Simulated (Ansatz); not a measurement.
**Ca (Fm-3m), an elastic constant from a strain scan**

The calculation used DFT PBE, scalar-relativistic, plane waves, PAW in Ansatz. The runs took a 420 eV cutoff, a Γ-centred 14×14×14 mesh and Gaussian smearing (0.15 eV). No spin polarisation. Energies are free energies at this smearing, counted from the undisturbed cell; pressure is positive in compression.

Reference structure (as given, not relaxed at this level; it stands at -0.6 GPa):

```yaml
crystal:
  lattice:
    - [0.00000, 2.79420, 2.79420]
    - [2.79420, 0.00000, 2.79420]
    - [2.79420, 2.79420, 0.00000]
  atoms:
    - { symbol: Ca, position: [0.00000, 0.00000, 0.00000] }
```

The cell is strained by ε times the Voigt pattern (1, 0, 0, 0, 0, 0) (xx, yy, zz, yz, xz, xy; engineering shear) with fractional coordinates fixed. The cell holds 1 atom in V0 = 43.63 Å³. The stress column is τ = (1/V0) dE/dε, got from the stress tensor σ (compression positive) at each point as −det(1 + εP) σ : P(1 + εP)⁻¹, with P the pattern as a tensor.

```
      ε  ΔE (meV/atom)  τ (GPa)
-0.1000         14.220   -1.656
-0.0750          4.970   -1.067
-0.0500         -0.379   -0.508
-0.0250         -1.994    0.031
 0.0000          0.000    0.553
 0.0250          5.497    1.059
 0.0500         14.384    1.548
 0.0750         26.533    2.017
 0.0875         33.787    2.244
 0.1000              ?        ?
```

Which combination of elastic constants does this scan measure, and how large is it?

For small ε, τ = τ0 + Kε with K = pᵀCp, which for this pattern is C11 in the cubic axes. The parabola through τ at ε = -0.0250, 0 and 0.0250 has slope K = 20.6 GPa at zero. The energies per cell, E = NΔE, of the same two points give K = 2[E(ε₊)/ε₊ − E(ε₋)/ε₋]/[(ε₊ − ε₋)V0] = 20.6 GPa, in agreement.

Predict the withheld row at ε = 0.1000 from the harmonic law, and compare.

ΔE = V0(τ0 ε + Kε²/2)/N = 43.074 meV/atom and τ = 2.61 GPa. The calculation gives 41.803 meV/atom and 2.46 GPa, a miss of 2.9 % of the harmonic energy, so the harmonic law still holds on this side, though at ε = -0.1000 the energy lies 10 % above it.

In a metal these slopes depend on the k mesh and the smearing.